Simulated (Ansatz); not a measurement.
# Nickel, simple cubic under RPBE: structure, energy and stiffness

The plan for nickel in the simple cubic structure: relax it, solve it on a dense k-mesh, then scale the cell to 7 volumes from 88 to 112 % of the relaxed one and try a fit of the equation of state. The start is antiferromagnetic (G-type). The k-meshes are 12×12×12 for the relaxation; 19×19×19 for the dense run; 13×13×13 for the volumes.

This is Ni in the simple cubic structure; at room conditions it is fcc.

Computed with Ansatz 0.2.0 (DFT RPBE, plane waves (420 eV) with PAW, scalar-relativistic; PAW files made under PBE, frozen cores solved again for the functional, unless a step says otherwise).

## Step 1: The structure to begin with

Symmetry: Pm-3m, No. 221, cubic system. The conventional cell has a = 2.278 Å, b = 2.278 Å, c = 2.278 Å, α = 90.00°, β = 90.00°, γ = 90.00°. Ni (site symmetry m-3m) has 6 Ni at 2.28 Å as nearest neighbours.

As a file:

```xyz
2
Lattice="0.0000 2.2776 2.2776 2.2776 0.0000 2.2776 2.2776 2.2776 0.0000" Properties=species:S:1:pos:R:3 pbc="T T T"
Ni    0.0000    0.0000    0.0000
Ni    2.2776    2.2776    2.2776
```

Starting moments (μB): +0.8, -0.8.

## Step 2: Relaxing cell and atoms

input.yaml

```yaml
crystal:
  lattice:
    - [0.0, 2.2775907947, 2.2775907947]
    - [2.2775907947, 0.0, 2.2775907947]
    - [2.2775907947, 2.2775907947, 0.0]
  atoms:
    - { symbol: Ni, position: [0.0, 0.0, 0.0], spin: 0.8 }
    - { symbol: Ni, position: [0.5, 0.5, 0.5], spin: -0.8 }
hamiltonian:
  xc: rpbe
  pseudopotentials:
    kind: paw
    azcp:
      Ni: "pseudopotentials/Ni.paw.azcp"
basis:
  ecutwfc: 420
  fft_grid_basis: typed
kpoints:
  mp_grid: { grid: [12, 12, 12], shift: [0, 0, 0] }
magnetization:
  spin_polarized: true
scf:
  occupations: { method: fermi_dirac, width: 0.05 }
relax:
  max_steps: 60
  f_tol: 0.01
  cell: {}
```

What it wrote:

```text
Warning: RAYON_NUM_THREADS=2 ignored (pool sized by the plan → 2); use --threads N
Engine: ansatz 0.2.0, aarch64-unknown-linux-gnu
Pseudopotentials: kind: paw
Pseudopotential: Ni, paw, valence charge 18, recommended cutoff 420 eV (normal), <dir>
Functional definition: RPBE
  parameter kappa = 0.804
  parameter beta = 0.06672455060314922
  exchange = rpbe_x(kappa = kappa, mu = beta*pi^2/3)
  correlation = pbe_c(beta = beta)
Crystal: 2 atoms, lattice volume = 23.630 Å³
Basis set: ecut = 420 eV, 459 PW (Γ), exchange–correlation on 48×48×48 points (8 copies of the dense FFT grid, shifted against one another)
Bands: 23, of which v1, the nominal top of the filled ones, is band 18 counted from 1 (17 counted from 0)
Symmetry: 48 space group operations
Space group: Fm-3m (ITA 225), of the structure as read, at distance tolerance 2.9e-5 Å
Magnetic group: BNS 225.121 (UNI 1623), of the structure as read, at distance tolerance 2.9e-5 Å
k-points: 72 of 1728
Non-local potential: Ni, projectors of the file, l = 0: 3, l = 1: 2, l = 2: 3, l = 3: 1
PAW form: soft (Blöchl's): semilocal exchange-correlation on the pseudo side does not see the compensation charge
PAW frozen core: Ni, regenerated for the run's functional, and the local potential with it (the file was generated under x = pbe(κ = 0.804, μ = 0.2195149727645171), c = pbe(β = 0.06672455060314922))
PAW one-centre angular grid: Ni, 590 points (default); XC on 64 Gauss nodes
Initial density: superposition of atomic densities (chi_scale 0.1, normalization cell)
Starting moments: Σ|m| = 1.6 μB on 2 of 2 sites
Starting magnetic order: antiferromagnet; a translation exchanges its spin sublattices: spin-degenerate at every k-point
Initial wavefunctions: pseudopotential atomic-orbital guess
Functional: x = rpbe, c = pbe(β = 0.06672455060314922)
iter 1 solved again at ethr=6.41e-4 eV; its pass at ethr=3.10e-3 eV (dr2=2.31e-1 eV) is discarded
SCF iter   1: F=—  HF=-11685.254288 eV  |F-HF|=—  |Δ(HF+E_count)|=         —  Δρ=3.13e-2 (↑3.13e-2 ↓3.13e-2)  dr2=2.31e-1  dr2_m=1.08e-1  M=0.000 μB ∫|m|=1.203 μB  β_m=0.30  ethr=6.41e-4  ⟨swp⟩=1.0  Hψ=8487  notcnv=0
Mixer restart at iter 1: flushing history
preconditioner: auto → Kerker (q_TF=auto, 2.927 Å⁻¹)  [metal: Δε(μ)=0.005 eV  Ē_g=8.413 eV  σ=0.050 eV  W_gap=0.02  n_scr=14 (ndim 8)  ℏωp=34.2 eV  f_vac=0.000  D(μ)=5.70/eV (n_scr^D=112)]
spin=Collinear: Kerker preconditioning applied to the charge; magnetization (m = ρ↑ − ρ↓) channel mixes plain (no charge-response kernel on spin).
SCF iter   2: F=—  HF=-11686.014798 eV  |F-HF|=—  |Δ(HF+E_count)|=         —  Δρ=8.11e-2 (↑8.11e-2 ↓8.11e-2)  dr2=7.91e-2  dr2_m=1.37e0  M=0.000 μB ∫|m|=0.323 μB  β_m=0.30  ethr=6.41e-4  ⟨swp⟩=2.2  Hψ=2603  notcnv=0
Mixer restart at iter 2: flushing history
SCF iter   3: F=—  HF=-11686.736732 eV  |F-HF|=—  |Δ(HF+E_count)|=   7.22e-1  Δρ=6.42e-2 (↑6.42e-2 ↓6.42e-2)  dr2=1.18e-1  dr2_m=8.40e-1  M=0.000 μB ∫|m|=0.236 μB  β_m=0.59  ethr=2.20e-4  ⟨swp⟩=2.6  Hψ=3108  notcnv=0
SCF iter   4: F=—  HF=-11687.996047 eV  |F-HF|=—  |Δ(HF+E_count)|=    1.26e0  Δρ=6.84e-3 (↑6.84e-3 ↓6.84e-3)  dr2=2.04e-2  dr2_m=2.27e-3  M=0.000 μB ∫|m|=0.010 μB  β_m=0.70  ethr=2.20e-4  ⟨swp⟩=3.2  Hψ=3867  notcnv=0
SCF iter   5: F=—  HF=-11687.989561 eV  |F-HF|=—  |Δ(HF+E_count)|=   6.49e-3  Δρ=1.05e-2 (↑1.05e-2 ↓1.05e-2)  dr2=7.25e-2  dr2_m=3.32e-4  M=0.000 μB ∫|m|=0.005 μB  β_m=0.58  ethr=5.67e-5  ⟨swp⟩=2.8  Hψ=3811  notcnv=0  defer=1
SCF iter   6: F=—  HF=-11687.972737 eV  |F-HF|=—  |Δ(HF+E_count)|=   1.68e-2  Δρ=2.88e-3 (↑2.88e-3 ↓2.88e-3)  dr2=2.45e-3  dr2_m=3.52e-4  M=0.000 μB ∫|m|=0.004 μB  β_m=0.79  ethr=5.67e-5  ⟨swp⟩=2.3  Hψ=2956  notcnv=0  defer=1
SCF iter   7: F=—  HF=-11687.973504 eV  |F-HF|=—  |Δ(HF+E_count)|=   7.67e-4  Δρ=2.18e-3 (↑2.18e-3 ↓2.18e-3)  dr2=1.80e-3  dr2_m=6.38e-6  M=0.000 μB ∫|m|=0.001 μB  β_m=0.90  ethr=6.80e-6  ⟨swp⟩=2.0  Hψ=2697  notcnv=0  defer=1
SCF iter   8: F=—  HF=-11687.973542 eV  |F-HF|=—  |Δ(HF+E_count)|=   3.79e-5  Δρ=3.72e-4 (↑3.72e-4 ↓3.72e-4)  dr2=9.99e-5  dr2_m=3.04e-7  M=0.000 μB ∫|m|=0.000 μB  β_m=0.95  ethr=4.99e-6  ⟨swp⟩=2.0  Hψ=2580  notcnv=0  defer=1
SCF iter   9: F=—  HF=-11687.973539 eV  |F-HF|=—  |Δ(HF+E_count)|=   3.19e-6  Δρ=5.62e-5 (↑5.62e-5 ↓5.62e-5)  dr2=1.44e-6  dr2_m=1.01e-7  M=0.000 μB ∫|m|=0.000 μB  β_m=0.97  ethr=2.78e-7  ⟨swp⟩=2.0  Hψ=2253  notcnv=0  defer=1
SCF iter  10: F=—  HF=-11687.973539 eV  |F-HF|=—  |Δ(HF+E_count)|=   3.57e-7  Δρ=6.99e-6 (↑6.99e-6 ↓6.99e-6)  dr2=2.83e-8  dr2_m=6.70e-12  M=0.000 μB ∫|m|=0.000 μB  β_m=0.99  ethr=4.01e-9  ⟨swp⟩=2.3  Hψ=2681  notcnv=0  defer=1
SCF iter  11: F=-11687.973539 eV  HF=-11687.973539 eV  |F-HF|=3.53e-10  |Δ(HF+E_count)|=   2.11e-8  Δρ=1.61e-6 (↑1.61e-6 ↓1.61e-6)  dr2=1.36e-9  dr2_m=2.31e-11  M=0.000 μB ∫|m|=0.000 μB  ethr=7.86e-11  ⟨swp⟩=2.8  Hψ=5704  notcnv=0
WARN: the starting moments were not kept: the SCF closed with an absolute magnetisation of 3.6e-6 μB, where they sum to 1.6 μB in size (2 sites). That is at most 0.1 of that sum. Measured as dr2_m measures the in/out step, that magnetisation stands 1.6e-11 eV from none, at or under the dr2_threshold of 1.0e-7 eV: it is no larger than a step whose dr2_m would equal this threshold. The system may hold no moment; this SCF shows only that its start led to no more than that. To try another start: raise the starting moments (crystal.atoms[].spin, magnetization.per_species, magnetization.initial_magnetization, or on a non-collinear deck that types none of these the spinor_matrix: blocks that start its atoms; where the total moment is fixed, keep their sum and leave initial_magnetization as it is; typed ones take the place of any that the run laid by itself, positive ones on a crystal's lanthanoids without a Hubbard term where scf.initial_density.shell_occupations: [] is typed) or, if the notice of its spin-set hold's release reads "site moments contracting" or "site moments show no strong build", lengthen the hold (scf.mixing.spin_hold: { on: { confirm: 4 } }; for m-r²SCAN on two components see the key's manual first). Each may lead to a state that holds a moment. A second SCF, from the converged charge density, with the starting moments and any scf.initial_density.shell_occupations laid on it anew, would have followed, and was not run: the deck does not ask for one (magnetization.retry_lost_moments is false, the default). To let it run, set magnetization.retry_lost_moments: true and run the deck again, where that key's refused combinations let it; where memory then withholds it, that run's warning says so.
SCF 1 converged in 11 iterations: F = -11687.973539 eV  dr2 = 1.36e-9
relax step   1: F+E_penalty+E_count = -11687.97353905 eV  Δ(F+E_penalty+E_count) = +0.000e0 eV  max|allowed force component| = 0.000e0 eV/Å  Δτ_max = 0.0000 Å  P = +15.309 GPa  Ω = 23.630 Å³  (11 SCF iters, dr2 threshold 1.00e-7 eV, accepted)
[... 19 lines left out ...]
relax step   2: F+E_penalty+E_count = -11688.04476353 eV  Δ(F+E_penalty+E_count) = -7.122e-2 eV  max|allowed force component| = 6.908e-46 eV/Å  Δτ_max = 0.0000 Å  P = +7.549 GPa  Ω = 24.650 Å³  energy of the carried Pulay correction = -6.411e-4 eV  (8 SCF iters, dr2 threshold 2.00e-7 eV, accepted)
[... 15 lines left out ...]
relax step   3: F+E_penalty+E_count = -11688.07223751 eV  Δ(F+E_penalty+E_count) = -2.747e-2 eV  max|allowed force component| = 2.724e-45 eV/Å  Δτ_max = 0.0000 Å  P = +1.046 GPa  Ω = 25.731 Å³  energy of the carried Pulay correction = -1.291e-3 eV  (9 SCF iters, dr2 threshold 2.00e-7 eV, accepted)
[... 13 lines left out ...]
relax step   4: F+E_penalty+E_count = -11688.07276156 eV  Δ(F+E_penalty+E_count) = -5.241e-4 eV  max|allowed force component| = 1.358e-45 eV/Å  Δτ_max = 0.0000 Å  P = -0.056 GPa  Ω = 25.942 Å³  energy of the carried Pulay correction = -1.415e-3 eV  (8 SCF iters, dr2 threshold 2.00e-7 eV, accepted)
[... 12 lines left out ...]
relax step   5: F+E_penalty+E_count = -11688.07276985 eV  Δ(F+E_penalty+E_count) = -8.283e-6 eV  max|allowed force component| = 0.000e0 eV/Å  Δτ_max = 0.0000 Å  P = -0.001 GPa  Ω = 25.932 Å³  energy of the carried Pulay correction = -1.409e-3 eV  (7 SCF iters, dr2 threshold 7.95e-9 eV, accepted)
[... 18 lines left out ...]
relax step   6: F+E_penalty+E_count = -11688.07369444 eV  Δ(F+E_penalty+E_count) = -9.246e-4 eV  max|allowed force component| = 2.717e-45 eV/Å  Δτ_max = 0.0000 Å  P = -0.041 GPa  Ω = 25.932 Å³  stress off target by 4.06e-2 GPa  SCF on the basis re-selected at this cell (its energy is not comparable with the rows above)  (13 SCF iters)
basis re-selected at this cell: Δ(F+E_penalty+E_count) = -9.246e-4 eV, ΔP = -0.040 GPa vs the last step (what re-selecting the basis moved, of the pressure what is left beyond the Pulay correction that the steps carried, after the strain that the cell walked since its last selection, with what the two solves' SCF thresholds leave and, on support functions, any second-order correction that the steps lacked; it is no measure of the basis error at this ecutwfc). This SCF's stress stands 4.06e-2 GPa from its target on what of the cell is left free (relax.cell.stress_tol is 5.00e-2 GPa) and its largest allowed force component is 2.72e-45 eV/Å (relax.f_tol is 1.00e-2 eV/Å): within both
SCF converged after 13 iterations
Magnetization: 0.0000 μB (18.0000 up, 18.0000 down)
Absolute magnetization: 0.0000 μB (∫|ρ↑−ρ↓|, with the PAW one-centre terms)
Spin contamination: 0.0000 ħ² per cell (⟨S²⟩ above its minimum at these occupations)
Per-site moments (μB) at R_I (Å): [(8.699299640948559e-11, 0.9690742613062766), (-8.699299640948559e-11, 0.9690742613062766)]
Free energy (F): -11688.073694 eV
Harris-Foulkes:  -11688.073694 eV  (|F-HF|=3.64e-12)
Internal energy: -11688.027220 eV  (E = F + TS)
E sigma→0 (E₀):  -11688.050457 eV
Entropy (-TS):   -0.046475 eV (-23.237 meV/atom)
Fermi energy:    14.538327 eV
--- Per-component energies (eV) ---
  E_band       = -684.372420
  E_kinetic    = 563.818478
  E_local      = -7654.868917  (includes V_loc(G=0)·N_el)
  E_nonlocal   = 1279.105057
  E_hartree    = 3202.721536
  E_xc         = -167.109348
  E_vxc        = -214.993341  (∫ρ·V_xc dr)
  E_paw        = -3276.935271  (= ΣΔE_a)
  E_vpaw       = -1062.878076  (= ΣTr[D̂ρ^β])
  E_aug_tail   = 0.001104  (compensation charges beyond the density's cutoff)
  E_ewald      = -5634.671169
  E_core_change = -0.088691  (= ΣΔE_core)
  E_smearing   = -0.046475  (= −TS)
  E_closure    = 0.000000  (closes the sum)
  Σ components = -11688.073694   (vs F -11688.073694, Δ=0.00e0)
--- Forces (eV/Å), atoms counted from 1 ---
  atom   1  Ni    -0.00000000     0.00000000    -0.00000000
  atom   2  Ni     0.00000000    -0.00000000     0.00000000
  max |Σ_I F_I| component: 7.11e-29 eV/Å
--- Stress (GPa, compression-positive) ---
       -0.040574       0.000000       0.000000
        0.000000      -0.040574       0.000000
        0.000000       0.000000      -0.040574
  P = ⅓ Tr σ = -0.0406 GPa (-0.406 kbar)
--- Relaxed structure (5 steps of the walk, 5 accepted, 1 SCFs on fresh bases) ---
  F+E_penalty+E_count = -11688.07369444 eV   max|allowed force component| = 2.717e-45 eV/Å   (the final SCF, on the basis selected at the relaxed cell)
  cell:  # Å, volume = 25.9316 Å³
    - [-3.610548800668637e-34, 2.3492709365000644, 2.3492709365000644]
    - [2.3492709365000644, -7.806269160538046e-34, 2.3492709365000644]
    - [2.3492709365000644, 2.3492709365000644, -4.856526468853609e-35]
  atoms:
    - { symbol: Ni, position: [0.0, 0.0, 0.0] }
    - { symbol: Ni, position: [0.5, 0.5, 0.5] }
```

Wall time 9.2 s (2 threads of an Arm CPU, shared host); peak memory 0.32 GiB.

The steps of the relaxation:

```tsv
step	energy change (meV/atom)	largest force (eV/Å)	pressure (GPa)	volume (Å³/atom)
1	0.00	0.0000	15.31	11.815
2	-35.61	0.0000	7.55	12.325
3	-49.35	0.0000	1.05	12.866
4	-49.61	0.0000	-0.06	12.971
5	-49.62	0.0000	0.00	12.966
6	-50.08	0.0000	-0.04	12.966
```

Steps that repeat a cell are solved on a basis chosen anew, so their changes of energy are no gain of the relaxation.

The cell of the run, before and after:

|  | before | after | change |
| --- | --- | --- | --- |
| a (Å) | 3.221 | 3.322 | +3.1 % |
| b (Å) | 3.221 | 3.322 | +3.1 % |
| c (Å) | 3.221 | 3.322 | +3.1 % |
| volume (Å³/atom) | 11.815 | 12.966 | +9.7 % |
| shortest distance (Å) | 2.278 | 2.349 | +3.1 % |
| space group (spins left aside) | Pm-3m | Pm-3m | same |

## Step 3: The energy on a finer k-mesh

input.yaml

```yaml
crystal:
  lattice:
    - [0.0, 2.3492709365, 2.3492709365]
    - [2.3492709365, 0.0, 2.3492709365]
    - [2.3492709365, 2.3492709365, 0.0]
  atoms:
    - { symbol: Ni, position: [0.0, 0.0, 0.0], spin: 0.8 }
    - { symbol: Ni, position: [0.5, 0.5, 0.5], spin: -0.8 }
hamiltonian:
  xc: rpbe
  pseudopotentials:
    kind: paw
    azcp:
      Ni: "pseudopotentials/Ni.paw.azcp"
basis:
  ecutwfc: 420
  fft_grid_basis: typed
kpoints:
  mp_grid: { grid: [19, 19, 19], shift: [0, 0, 0] }
magnetization:
  spin_polarized: true
scf:
  occupations: { method: fermi_dirac, width: 0.05 }
output:
  write_density: true
  write_potential: true
  elf: true
  volumetric_format: npy
```

What it wrote (excerpt; [...] marks lines left out):

```text
Warning: RAYON_NUM_THREADS=2 ignored (pool sized by the plan → 2); use --threads N
[...]
[... 3 set-up lines as earlier in the session ...]
[...]
Crystal: 2 atoms, lattice volume = 25.932 Å³
Basis set: ecut = 420 eV, 531 PW (Γ)
Bands: 23, of which v1, the nominal top of the filled ones, is band 18 counted from 1 (17 counted from 0)
[... 1 set-up line as earlier in the session ...]
Space group: Fm-3m (ITA 225), of the structure as read, at distance tolerance 3.0e-5 Å
Magnetic group: BNS 225.121 (UNI 1623), of the structure as read, at distance tolerance 3.0e-5 Å
k-points: 220 of 6859
[...]
Starting moments: Σ|m| = 1.6 μB on 2 of 2 sites
Starting magnetic order: antiferromagnet; a translation exchanges its spin sublattices: spin-degenerate at every k-point
[...]
SCF iter   1: F=—  HF=-11685.837811 eV  |F-HF|=—  |Δ(HF+E_count)|=         —  Δρ=7.59e-2 (↑7.59e-2 ↓7.59e-2)  dr2=5.94e-2  dr2_m=1.33e0  M=0.000 μB ∫|m|=0.438 μB  β_m=0.30  ethr=1.65e-4  ⟨swp⟩=1.0  Hψ=25976  notcnv=0
[...]
SCF iter  20: F=-11688.073633 eV  HF=-11688.073633 eV  |F-HF|=7.28e-11  |Δ(HF+E_count)|=  1.75e-10  Δρ=3.77e-7 (↑3.77e-7 ↓2.97e-7)  dr2=6.14e-11  dr2_m=8.42e-12  M=0.000 μB ∫|m|=0.000 μB  ethr=1.00e-12  ⟨swp⟩=1.8  Hψ=27103  notcnv=0
[...]
WARN: the starting moments were not kept: 1 of 2 ended reversed and 1 kept their direction, counting a site from 0.1 of the cell's largest site moment. The largest reversed, site 0 (counted from 0, in the order of the report's site_moments_mub), started with +0.8 μB and closes at -6.5e-1 [...]
SCF converged after 2 iterations
Magnetization: -1.2619 μB (17.3691 up, 18.6309 down)
Absolute magnetization: 1.3494 μB (∫|ρ↑−ρ↓|, with the PAW one-centre terms)
Spin contamination: 0.0086 ħ² per cell (⟨S²⟩ above its minimum at these occupations)
Per-site moments (μB) at R_I (Å): [(-0.6502381053628924, 0.96907426130625), (-0.6502380996128112, 0.96907426130625)]
Free energy (F): -11688.115929 eV
[...]
E sigma→0 (E₀):  -11688.098232 eV
Entropy (-TS):   -0.035395 eV (-17.697 meV/atom)
Fermi energy:    14.646828 eV
[...]
--- Band table (eV; the first three rows and the last of 440) ---
[... band rows left out ...]
[...]
```

Wall time 60 s (2 threads of an Arm CPU, shared host); peak memory 0.98 GiB.

Density in a lattice plane of the grid's cell (edges 3.32 and 3.32 Å, at 0.000 of the third edge), which holds Ni. It is the smooth density of the valence electrons, not physical close to the nuclei.

Ten even steps from '0' (0.15 e/Å³) to '9' (60.78 e/Å³):
```
775310000000000000000125
343210000000000000000012
122110000000000000000000
000000000000000000000000
000000000000000000000000
000000000000000000000000
000000000000000000000000
000000000000000000000000
000000000000000000000000
000000000000000000000000
000000000000000000000000
000000000000000000000000
000000000000000000000000
000000000000000000000000
000000000000000000000000
000000000000000000000000
100000000000000000001122
321000000000000000001234
752100000000000000001357
975210000000000000001257
```
Columns run along the first of these edges and rows up along the second, over one cell in 24 and 20 even steps from the bottom left corner. Atoms in the plane (fractional): Ni at (0.00, 0.00).

Spin density (up less down) in a lattice plane of the grid's cell (edges 3.32 and 3.32 Å, at 0.000 of the third edge), which holds Ni.

Ten even steps from '0' (-2.69 e/Å³) to '9' (0.01 e/Å³):
```
224689999999999999999875
656789999999999999999987
888889999999999999999999
999999999999999999999999
999999999999999999999999
999999999999999999999999
999999999999999999999999
999999999999999999999999
999999999999999999999999
999999999999999999999999
999999999999999999999999
999999999999999999999999
999999999999999999999999
999999999999999999999999
999999999999999999999999
999999999999999999999999
899999999999999999998888
678999999999999999998765
257899999999999999998642
024789999999999999998742
```
Columns run along the first of these edges and rows up along the second, over one cell in 24 and 20 even steps from the bottom left corner. Atoms in the plane (fractional): Ni at (0.00, 0.00).

## Step 4: Volume × 0.88

input.yaml

```yaml
crystal:
  lattice:
    - [0.0, 2.251268683, 2.251268683]
    - [2.251268683, 0.0, 2.251268683]
    - [2.251268683, 2.251268683, 0.0]
  atoms:
    - { symbol: Ni, position: [0.0, 0.0, 0.0], spin: -0.65 }
    - { symbol: Ni, position: [0.5, 0.5, 0.5], spin: -0.65 }
hamiltonian:
  xc: rpbe
  pseudopotentials:
    kind: paw
    azcp:
      Ni: "pseudopotentials/Ni.paw.azcp"
basis:
  ecutwfc: 420
  fft_grid_basis: typed
kpoints:
  mp_grid: { grid: [13, 13, 13], shift: [0, 0, 0] }
magnetization:
  spin_polarized: true
scf:
  occupations: { method: fermi_dirac, width: 0.05 }
  lower_state_search: "off"
output:
  stress: true
```

What it wrote (excerpt; [...] marks lines left out):

```text
Warning: RAYON_NUM_THREADS=2 ignored (pool sized by the plan → 2); use --threads N
[...]
[... 3 set-up lines as earlier in the session ...]
[...]
Crystal: 2 atoms, lattice volume = 22.820 Å³
Basis set: ecut = 420 eV, 459 PW (Γ)
Bands: 23, of which v1, the nominal top of the filled ones, is band 18 counted from 1 (17 counted from 0)
Symmetry: 96 space group operations
Space group: Pm-3m (ITA 221), of the structure as read, at distance tolerance 2.8e-5 Å
Magnetic group: BNS 221.92 (UNI 1594), of the structure as read, at distance tolerance 2.8e-5 Å
k-points: 84 of 2197
[...]
Starting moments: Σ|m| = 1.3 μB on 2 of 2 sites
[...]
SCF iter  13: F=-11687.903140 eV  HF=-11687.903140 eV  |F-HF|=4.81e-9  |Δ(HF+E_count)|=   1.91e-8  Δρ=3.74e-6 (↑3.23e-6 ↓3.74e-6)  dr2=8.12e-9  dr2_m=7.58e-11  M=-0.950 μB ∫|m|=1.003 μB  ethr=4.08e-11  ⟨swp⟩=2.1  Hψ=12240  notcnv=0
[...]
SCF converged after 13 iterations
Magnetization: -0.9501 μB (17.5250 up, 18.4750 down)
Absolute magnetization: 1.0038 μB (∫|ρ↑−ρ↓|, with the PAW one-centre terms)
Spin contamination: 0.0041 ħ² per cell (⟨S²⟩ above its minimum at these occupations)
Per-site moments (μB) at R_I (Å): [(-0.4852376401944073, 0.9286483317375002), (-0.4852376401944073, 0.9286483317375002)]
Free energy (F): -11687.903140 eV
[...]
E sigma→0 (E₀):  -11687.889617 eV
Entropy (-TS):   -0.027046 eV (-13.523 meV/atom)
Fermi energy:    17.263552 eV
[...]
--- Stress (GPa, compression-positive) ---
       23.718118       0.000000      -0.000000
        0.000000      23.718118       0.000000
       -0.000000      -0.000000      23.718118
  P = ⅓ Tr σ = 23.7181 GPa (237.181 kbar)
```

Wall time 3.1 s (2 threads of an Arm CPU, shared host); peak memory 0.3 GiB.

(Part 1 of 2 ends here.)
